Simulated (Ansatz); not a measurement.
# TiAl: a line through a two-coordinate scan

One line of a two-coordinate grid on TiAl (P4/mmm, No. 123; 2 atoms in the cell): normal strain along y is varied, at amplitude of mode 5 (262 cm⁻¹) = −0.101 Å.

Method: DFT PBE, scalar-relativistic, plane waves, PAW, in Ansatz 0.2.0.

6 further runs of the same task are left out: 6 set aside as unsound or not needed.

## Step 1: The starting structure

The structure is tetragonal, space group P4/mmm (No. 123). The conventional cell has a = 2.822 Å, b = 2.822 Å, c = 4.077 Å, α = 90.00°, β = 90.00°, γ = 90.00°. Around Ti (site symmetry 4/mmm) lie 4 Ti at 2.82 Å and 8 Al at 2.85 Å. Around Al (site symmetry 4/mmm) lie 4 Al at 2.82 Å and 8 Ti at 2.85 Å.

Coordinates:

```cif
data_structure
_symmetry_space_group_name_H-M 'P4/mmm'
_symmetry_Int_Tables_number 123
_cell_length_a 2.8220
_cell_length_b 2.8220
_cell_length_c 4.0768
_cell_angle_alpha 90.000
_cell_angle_beta 90.000
_cell_angle_gamma 90.000
_cell_volume 32.47
loop_
_atom_site_label
_atom_site_type_symbol
_atom_site_symmetry_multiplicity
_atom_site_Wyckoff_symbol
_atom_site_fract_x
_atom_site_fract_y
_atom_site_fract_z
_atom_site_occupancy
Ti1 Ti 1 a 0.00000 0.00000 0.00000 1
Al1 Al 1 d 0.50000 0.50000 0.50000 1
```

This cell was relaxed beforehand with the same method: volume 16.23 Å³/atom, gap on the mesh none (metal).

## Step 2: What is varied

The energy is mapped over a normal mode and a strain (zone-centre modes of the cell shown) (x along [1 0 0], y along [0 1 0], z along [0 0 1] of the conventional cell).

First coordinate, amplitude of mode 5 (262 cm⁻¹), largest displacement in the unstrained cell: 11 values from −0.168 Å. Second coordinate, normal strain along y: 7 values from −7.00 %.

Nothing else is relaxed (the pattern is fixed in fractional coordinates). Energies count from the relaxed high-symmetry cell. Points are written as (first, second).

The modes come from a phonon run on the reference cell, made beforehand.

The patterns, per unit of each coordinate (Å):

| atom | x1 | y1 | z1 |
| --- | --- | --- | --- |
| Ti1 | 0.000 | -0.564 | 0.000 |
| Al2 | 0.000 | 1.000 | 0.000 |

## Step 3: Grid point (−0.101 Å, −7.00 %)

Input file input.yaml:

```yaml
crystal:
  lattice:
    - [2.8220029273, 0.0, 0.0]
    - [0.0, 2.6244627224, 0.0]
    - [0.0, 0.0, 4.07684145]
  atoms:
    - { symbol: Ti, position: [0.0, 0.0201341626, 0.0] }
    - { symbol: Al, position: [0.5, 0.4642806891, 0.5] }
basis:
  ecutwfc: 520.0
kpoints:
  mp_grid: { grid: [16, 16, 12] }
hamiltonian:
  xc: pbe
scf:
  occupations: { method: gaussian, width: 0.15 }
output:
  forces: true
  stress: true
  eigenvalues: true
```

Run with:

```sh
$ ansatz run input.yaml --threads 1 --pin off --max-ram 2048MiB --backend cpu --events-out ev --progress --plain --runs-dir out
```

The session goes on with these runs: the other points of the line.

Q: Predict the outcome of this session. Wanted: for each run, normal strain along y; energy; slope; pressure; largest force on an atom.

**Answer**, as computed:

```
normal strain along y (%)  step  energy (meV)  slope (meV per %)  pressure (GPa)  largest force on an atom (eV/Å)
                    −7.00     3           170              −35.7            10.3                            0.707
                    −4.67     4           103              −22.0             6.7                            0.703
                    −2.33     5            66              −10.3             3.4                            0.694
                     0.00     6            54               −0.3             0.6                            0.678
                     2.33     7            63                8.1            −1.8                            0.656
                     4.67     8            91               15.2            −4.0                            0.629
                     7.00     9           133               20.8            −5.8                            0.599
```

Energies count from the relaxed high-symmetry cell. Slopes come from the forces (and the stress, where the cell changes), not from differences of energies.

**Reading.** The lowest point of the line is at 0.00 %, 54 meV from the zero. Energies and slopes round the minimum, fitted together, put the minimum at 0.082 %, with a curvature of about 3.9 meV per %². The well is lopsided: two grid steps out, the energy rises by 49 meV towards smaller values and 37 meV towards larger ones. The highest point computed, at −7.00 %, lies 116 meV above the lowest. This is one cut through a surface in two coordinates; the map's lowest point lies off it. With the other coordinates free, the energies away from the reference would be the same or lower.
